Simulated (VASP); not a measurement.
# Zn in VASP: a series of runs

One slab, Zn, is run at these levels: PBE; tasks: work function.

All numbers are computed with VASP 6.6.1; they aren't measurements. Logs are shortened: lines on timing, memory, paths and dates and some standing lists are left out, and cuts for length are marked.

## 1. Starting point

The cell holds a slab with vacuum, 7 atoms: a = 2.665 Å, b = 2.665 Å, c = 29.840 Å, α = 90.00°, β = 90.00°, γ = 120.00°.

The slab is cut from a database's or a generator's crystal, which needn't be the stable form of the element.

## 2. Work function, PBE

Contents of INCAR:

```
SYSTEM = Zn
PREC = Accurate
ENCUT = 520
EDIFF = 1E-6
ISMEAR = -1
SIGMA = 0.05
LREAL = .FALSE.
LASPH = .TRUE.
NELM = 100
ALGO = Normal
ISIF = 2
LWAVE = .FALSE.
LCHARG = .FALSE.
LDIPOL = .TRUE.
IDIPOL = 3
DIPOL = 0.5 0.5 0.500
GGA = PE
EFIELD = 0
LVHAR = .TRUE.
LVACPOTAV = .TRUE.
```

Contents of KPOINTS:

```
Automatic mesh
0
G
  11 11 1
  0 0 0
```

Contents of POSCAR:

```
Zn
1.0
    2.6647980532      0.0000000000      0.0000000000
   -1.3323990266      2.3077828100      0.0000000000
    0.0000000000      0.0000000000     29.8401000000
Zn
7
Direct
    0.6666666667      0.3333333334      0.2513396403
    0.3333333333      0.6666666666      0.3342264269
    0.6666666667      0.3333333334      0.4171132134
    0.3333333333      0.6666666666      0.5000000000
    0.6666666667      0.3333333334      0.5828867866
    0.3333333333      0.6666666666      0.6657735731
    0.6666666667      0.3333333334      0.7486603597
```

Potentials or basis: VASP PAW PBE potentials, release 64 (Zn).

Started as:

```
cat potpaw_PBE.64/Zn/POTCAR > POTCAR
mpirun -np 1 vasp_std > vasp.out
```

OUTCAR:

```text
SYSTEM = Zn
   PREC = Accurate
   ENCUT = 520
   EDIFF = 1E-6
   ISMEAR = -1
   LREAL = .FALSE.
   LASPH = .TRUE.
   NELM = 100
   ISIF = 2
   GGA = PE

 ion  position               nearest neighbor table
   1  0.667  0.333  0.251-   2 2.91   2 2.91   2 2.91
   2  0.333  0.667  0.334-   3 2.91   3 2.91   3 2.91   1 2.91   1 2.91   1 2.91
   3  0.667  0.333  0.417-   2 2.91   2 2.91   2 2.91   4 2.91   4 2.91   4 2.91
   4  0.333  0.667  0.500-   3 2.91   5 2.91   3 2.91   5 2.91   3 2.91   5 2.91
   5  0.667  0.333  0.583-   6 2.91   6 2.91   6 2.91   4 2.91   4 2.91   4 2.91
   6  0.333  0.667  0.666-   5 2.91   5 2.91   5 2.91   7 2.91   7 2.91   7 2.91
   7  0.667  0.333  0.749-   6 2.91   6 2.91   6 2.91

  LATTYP: Found a hexagonal cell.
 ALAT       =     2.6647980532
 C/A-ratio  =    11.1978841940

  Lattice vectors:

 A1 = (   2.6647980532,   0.0000000000,   0.0000000000)
 A2 = (  -1.3323990266,   2.3077828100,   0.0000000000)
 A3 = (   0.0000000000,   0.0000000000,  29.8401000000)

Analysis of symmetry for initial positions (statically):
=====================================================================
 Subroutine PRICEL returns:
 Original cell was already a primitive cell.

 Routine SETGRP: Setting up the symmetry group for a
 hexagonal supercell.

 Subroutine GETGRP returns: Found 12 space group operations
 (whereof 12 operations were pure point group operations)
 out of a pool of 24 trial point group operations.

The static configuration has the point symmetry D_3h.

Analysis of symmetry for dynamics (positions and initial velocities):
=====================================================================
 Subroutine PRICEL returns:
 Original cell was already a primitive cell.

 Routine SETGRP: Setting up the symmetry group for a
 hexagonal supercell.

 Subroutine GETGRP returns: Found 12 space group operations
 (whereof 12 operations were pure point group operations)
 out of a pool of 24 trial point group operations.

The dynamic configuration has the point symmetry D_3h.

 Subroutine INISYM returns: Found 12 space group operations
 (whereof 12 operations are pure point group operations),
 and found     1 'primitive' translations

----------------------------------------------------------------------------------------

                                     Primitive cell

  volume of cell :     183.5099

  direct lattice vectors                    reciprocal lattice vectors
[... 98 lines left out ...]
   PSTRESS=    0.0 pullay stress
   NELECT =      84.0000    total number of electrons
   NUPDOWN=      -1.0000    fix difference up-down
   EMIN   =  10.00;   EMAX   =-10.00  energy-range for DOS
   EFERMI =   0.00;   METHOD = LEGACY
   ISMEAR =    -1;   SIGMA  =   0.05  broadening in eV -4-tet -1-fermi 0-gaus
   EFERMI_NEDOS =   21; number of points for ismear=-14 and -15
   IALGO  =     38    algorithm
   IMIX   =      4    mixing-type and parameters
     AMIX     =   0.40;   BMIX     =  1.00
     AMIX_MAG =   1.60;   BMIX_MAG =  1.00
  volume/ion in A,a.u.               =      26.22       176.91
  Fermi-wavevector in a.u.,A,eV,Ry     =   1.261677  2.384223 21.658137  1.591828
  Thomas-Fermi vector in A             =   2.395124
   LORBIT       =      0    0 simple, 1 ext, 2 COOP (PROOUT), +10 PAW based schemes
   GGA     = PE    functional components
   LHFCALC =     F    Hartree Fock is set to
   AEXX    =    0.0000 exact exchange contribution
   IVDW    =     0    specifies the selected vdW correction
   LEPSILON=     F    determine dielectric tensor
   LRPA    =     F    only Hartree local field effects (RPA)
 non-spin polarized calculation
  energy-cutoff  :      520.00
  volume of cell :      183.51
 maximum number of plane-waves:      5017
 NGX is ok and might be reduce to    20
   NGX =  9   NGY =  9   NGZ =111

 dipolmoment           0.000000      0.000000      0.000000 electrons x Angstroem

 number of electron      84.0000007 magnetization

 dipolmoment           0.000000      0.000000     -0.000000 electrons x Angstroem

 Free energy of the ion-electron system (eV)
  ---------------------------------------------------
  ext. energy  EPLUGINS =         0.00000000
  ---------------------------------------------------
  free energy    TOTEN  =        -7.43399392 eV

  energy without entropy =       -7.40514346  energy(sigma->0) =       -7.41956869

 E-fermi :  -0.0067     XC(G=0):  -7.2532

 val. band max:       -0.0680187441   @ k =   0.2727   0.1818   0.0000
 cond. band min:       0.0079704623   @ k =   0.3636   0.1818   0.0000
 fundamental gap:      0.0759892064
 Fermi energy:        -0.0066542471

 k-point     1 :       0.0000    0.0000    0.0000
  band No.  band energies     occupation
      1     -10.1616      2.00000
      2      -9.8380      2.00000
      3      -9.3661      2.00000
      4      -8.8454      2.00000
      5      -8.5605      2.00000
      6      -8.4561      2.00000
[... 837 lines left out ...]
     49       3.1422      0.00000
     50       3.3644      0.00000

------------------------ aborting loop because EDIFF is reached ----------------------------------------

  FORCE on cell =-STRESS in cart. coord.  units (eV):
  Direction    XX          YY          ZZ          XY          YZ          ZX
  --------------------------------------------------------------------------------------
  -------------------------------------------------------------------------------------
  Total       -0.9075227     -0.9075227     -0.2951348      0.0000000      0.0000000     -0.0000000
  in kB       -7.9233454     -7.9233454     -2.5767449      0.0000000      0.0000000     -0.0000000
  external PRESSURE =      -6.1411452 kB  Pullay stress =       0.0000000 kB

 VOLUME and BASIS-vectors are now :
 -----------------------------------------------------------------------------
  energy-cutoff  :      520.00
  volume of cell :      183.51
      direct lattice vectors                 reciprocal lattice vectors
     2.664798053  0.000000000  0.000000000     0.375262958  0.216658170  0.000000000
    -1.332399027  2.307782810  0.000000000     0.000000000  0.433316340  0.000000000
     0.000000000  0.000000000 29.840100000     0.000000000  0.000000000  0.033511952

 POSITION                                       TOTAL-FORCE (eV/Angst)
 -----------------------------------------------------------------------------------
      1.33240      0.76926      7.50000        -0.000000     -0.000000     -0.048730
     -0.00000      1.53852      9.97335        -0.000000     -0.000000      0.152814
      1.33240      0.76926     12.44670         0.000000      0.000000     -0.093226
     -0.00000      1.53852     14.92005        -0.000000      0.000000      0.000000
      1.33240      0.76926     17.39340         0.000000      0.000000      0.093226
     -0.00000      1.53852     19.86675        -0.000000      0.000000     -0.152814
      1.33240      0.76926     22.34010         0.000000     -0.000000      0.048730
 -----------------------------------------------------------------------------------
    total drift:                                0.000003     -0.000002      0.000000

  FREE ENERGIE OF THE ION-ELECTRON SYSTEM (eV)
  ---------------------------------------------------
  free  energy   TOTEN  =        -7.4339939223 eV

  energy  without entropy=       -7.4051434617  energy(sigma->0) =       -7.41956869

 vacuum level on the upper side and lower side of the slab         4.154         4.154
```

stdout:

```text
POSCAR found type information on POSCAR Zn
 POSCAR found :  1 types and       7 ions
 scaLAPACK will be used
 LDA part: xc-table for (Slater+PW92), standard interpolation
 POSCAR, INCAR and KPOINTS ok, starting setup
 FFT: planning ... GRIDC
 FFT: planning ... GRID_SOFT
 FFT: planning ... GRID
 WAVECAR not read
 entering main loop
 -----------------------------------------------------------------------------
|                                                                             |
|           W    W    AA    RRRRR   N    N  II  N    N   GGGG   !!!           |
|           W    W   A  A   R    R  NN   N  II  NN   N  G    G  !!!           |
|           W    W  A    A  R    R  N N  N  II  N N  N  G       !!!           |
|           W WW W  AAAAAA  RRRRR   N  N N  II  N  N N  G  GGG   !            |
|           WW  WW  A    A  R   R   N   NN  II  N   NN  G    G                |
|           W    W  A    A  R    R  N    N  II  N    N   GGGG   !!!           |
|                                                                             |
|     Did not find any points to average over, which means that no vacuum     |
|     field-free region was found. Please increase the size of  your cell     |
|     in the dimension of the dipole correction to obtain accurate            |
|     workfunction values.                                                    |
|                                                                             |
 -----------------------------------------------------------------------------
```

Wall time 2.7 min (1 thread of Intel Xeon Platinum 8488C (Sapphire Rapids), shared host); peak memory 0.32 GiB.

What came out:

```yaml
Free_energy: -7.4340 eV
Largest_force: 0.153 eV/Å
Band_gap_on_the_k_mesh: none (metal or under the smearing width)
Work_function_of_the_upper_face: 4.16 eV
Work_function_of_the_lower_face: 4.16 eV
```

Forces on the atoms (eV/Å):
```
Zn   0.000  0.000 -0.049
Zn   0.000  0.000  0.153
Zn   0.000  0.000 -0.093
Zn   0.000  0.000  0.000
Zn   0.000  0.000  0.093
Zn   0.000  0.000 -0.153
Zn   0.000  0.000  0.049
```

## 3. Work function, PBE

INCAR: that of step 2 with these lines changed.

```diff
@@ -17,3 +17,3 @@
 GGA = PE
-EFIELD = 0
+EFIELD = 0.1
 LVHAR = .TRUE.
```

KPOINTS is that of step 2.

POSCAR is that of step 2.

Potentials or basis: VASP PAW PBE potentials, release 64 (Zn).

Started as:

```
cat potpaw_PBE.64/Zn/POTCAR > POTCAR
mpirun -np 1 vasp_std > vasp.out
```

OUTCAR:

```text
SYSTEM = Zn
   PREC = Accurate
   ENCUT = 520
   EDIFF = 1E-6
   ISMEAR = -1
   LREAL = .FALSE.
   LASPH = .TRUE.
   NELM = 100
   ISIF = 2
   GGA = PE

 ion  position               nearest neighbor table
   1  0.667  0.333  0.251-   2 2.91   2 2.91   2 2.91
   2  0.333  0.667  0.334-   3 2.91   3 2.91   3 2.91   1 2.91   1 2.91   1 2.91
   3  0.667  0.333  0.417-   2 2.91   2 2.91   2 2.91   4 2.91   4 2.91   4 2.91
   4  0.333  0.667  0.500-   3 2.91   5 2.91   3 2.91   5 2.91   3 2.91   5 2.91
   5  0.667  0.333  0.583-   6 2.91   6 2.91   6 2.91   4 2.91   4 2.91   4 2.91
   6  0.333  0.667  0.666-   5 2.91   5 2.91   5 2.91   7 2.91   7 2.91   7 2.91
   7  0.667  0.333  0.749-   6 2.91   6 2.91   6 2.91

  LATTYP: Found a hexagonal cell.
 ALAT       =     2.6647980532
 C/A-ratio  =    11.1978841940

  Lattice vectors:

 A1 = (   2.6647980532,   0.0000000000,   0.0000000000)
 A2 = (  -1.3323990266,   2.3077828100,   0.0000000000)
 A3 = (   0.0000000000,   0.0000000000,  29.8401000000)

Analysis of symmetry for initial positions (statically):
=====================================================================
 Subroutine PRICEL returns:
 Original cell was already a primitive cell.

 Routine SETGRP: Setting up the symmetry group for a
 hexagonal supercell.

 Subroutine GETGRP returns: Found 12 space group operations
 (whereof 12 operations were pure point group operations)
 out of a pool of 24 trial point group operations.

The static configuration has the point symmetry D_3h.

Analysis of symmetry for dynamics (positions and initial velocities):
=====================================================================
 An external electric field (EFIELD) may reduce the allowed symmetry operations
 Subroutine PRICEL returns:
 Original cell was already a primitive cell.

[... 131 lines left out ...]
  Thomas-Fermi vector in A             =   2.395124
   LORBIT       =      0    0 simple, 1 ext, 2 COOP (PROOUT), +10 PAW based schemes
   GGA     = PE    functional components
   LHFCALC =     F    Hartree Fock is set to
   AEXX    =    0.0000 exact exchange contribution
   IVDW    =     0    specifies the selected vdW correction
   LEPSILON=     F    determine dielectric tensor
   LRPA    =     F    only Hartree local field effects (RPA)
 non-spin polarized calculation
  energy-cutoff  :      520.00
  volume of cell :      183.51
 maximum number of plane-waves:      5017
 NGX is ok and might be reduce to    20
   NGX =  9   NGY =  9   NGZ =111

 number of electron      84.0000007 magnetization

 dipolmoment           0.000000      0.000000      0.061099 electrons x Angstroem

 Free energy of the ion-electron system (eV)
  ---------------------------------------------------
  ext. energy  EPLUGINS =         0.00000000
  ---------------------------------------------------
  free energy    TOTEN  =        -7.43704693 eV

  energy without entropy =       -7.40819804  energy(sigma->0) =       -7.42262248

 E-fermi :  -0.0075     XC(G=0):  -7.2400

 val. band max:       -0.0688491389   @ k =   0.2727   0.1818   0.0000
 cond. band min:       0.0071450093   @ k =   0.3636   0.1818   0.0000
 fundamental gap:      0.0759941482
 Fermi energy:        -0.0074995787

 k-point     1 :       0.0000    0.0000    0.0000
  band No.  band energies     occupation
      1     -10.1625      2.00000
      2      -9.8388      2.00000
      3      -9.3669      2.00000
      4      -8.8463      2.00000
      5      -8.5614      2.00000
      6      -8.4572      2.00000
[... 837 lines left out ...]
     49       3.1414      0.00000
     50       3.3635      0.00000

------------------------ aborting loop because EDIFF is reached ----------------------------------------

  FORCE on cell =-STRESS in cart. coord.  units (eV):
  Direction    XX          YY          ZZ          XY          YZ          ZX
  --------------------------------------------------------------------------------------
  -------------------------------------------------------------------------------------
  Total       -0.8888910     -0.8888910     -0.2770208     -0.0000000      0.0000000      0.0000000
  in kB       -7.7606764     -7.7606764     -2.4185968     -0.0000000      0.0000000      0.0000000
  external PRESSURE =      -5.9799832 kB  Pullay stress =       0.0000000 kB

 VOLUME and BASIS-vectors are now :
 -----------------------------------------------------------------------------
  energy-cutoff  :      520.00
  volume of cell :      183.51
      direct lattice vectors                 reciprocal lattice vectors
     2.664798053  0.000000000  0.000000000     0.375262958  0.216658170  0.000000000
    -1.332399027  2.307782810  0.000000000     0.000000000  0.433316340  0.000000000
     0.000000000  0.000000000 29.840100000     0.000000000  0.000000000  0.033511952

 POSITION                                       TOTAL-FORCE (eV/Angst)
 -----------------------------------------------------------------------------------
      1.33240      0.76926      7.50000         0.000000     -0.000000     -0.050916
     -0.00000      1.53852      9.97335         0.000000     -0.000000      0.154282
      1.33240      0.76926     12.44670        -0.000000      0.000000     -0.092574
     -0.00000      1.53852     14.92005         0.000000      0.000000     -0.000091
      1.33240      0.76926     17.39340        -0.000000      0.000000      0.094009
     -0.00000      1.53852     19.86675         0.000000      0.000000     -0.151484
      1.33240      0.76926     22.34010        -0.000000      0.000000      0.046775
 -----------------------------------------------------------------------------------
    total drift:                                0.000003     -0.000002      0.001089

  FREE ENERGIE OF THE ION-ELECTRON SYSTEM (eV)
  ---------------------------------------------------
  free  energy   TOTEN  =        -7.4370469311 eV

  energy  without entropy=       -7.4081980370  energy(sigma->0) =       -7.42262248
```

stdout:

```text
POSCAR found type information on POSCAR Zn
 POSCAR found :  1 types and       7 ions
 scaLAPACK will be used
 LDA part: xc-table for (Slater+PW92), standard interpolation
 POSCAR, INCAR and KPOINTS ok, starting setup
 FFT: planning ... GRIDC
[... 27 lines left out ...]
|           W    W  A    A  R    R  N    N  II  N    N   GGGG   !!!           |
|                                                                             |
|     Did not find any points to average over, which means that no vacuum     |
|     field-free region was found. Please increase the size of  your cell     |
|     in the dimension of the dipole correction to obtain accurate            |
|     workfunction values.                                                    |
|                                                                             |
 -----------------------------------------------------------------------------
```

It took 3.5 min on 1 thread of Intel Xeon Platinum 8488C (Sapphire Rapids), shared host; peak memory 0.32 GiB.

Results:

| Item | Value |
| --- | --- |
| Free energy | -7.4370 eV |
| Largest force | 0.154 eV/Å |
| Band gap on the k mesh | none (metal or under the smearing width) |

Forces on the atoms (eV/Å):
```
Zn   0.000  0.000 -0.051
Zn   0.000  0.000  0.154
Zn   0.000  0.000 -0.093
Zn   0.000  0.000  0.000
Zn   0.000  0.000  0.094
Zn   0.000  0.000 -0.151
Zn   0.000  0.000  0.047
```

Levels at points of the mesh, in eV from the Fermi level:
```csv
k point,band 38,band 39,band 40,band 41,band 42,band 43,band 44,band 45,band 46,band 47
"(0.00, 0.00, 0.00)",-6.92,-6.92,-6.62,-5.49,-4.00,-2.75,-0.82,1.05,2.76,3.74
```

(Continued in part 2 of 2.)
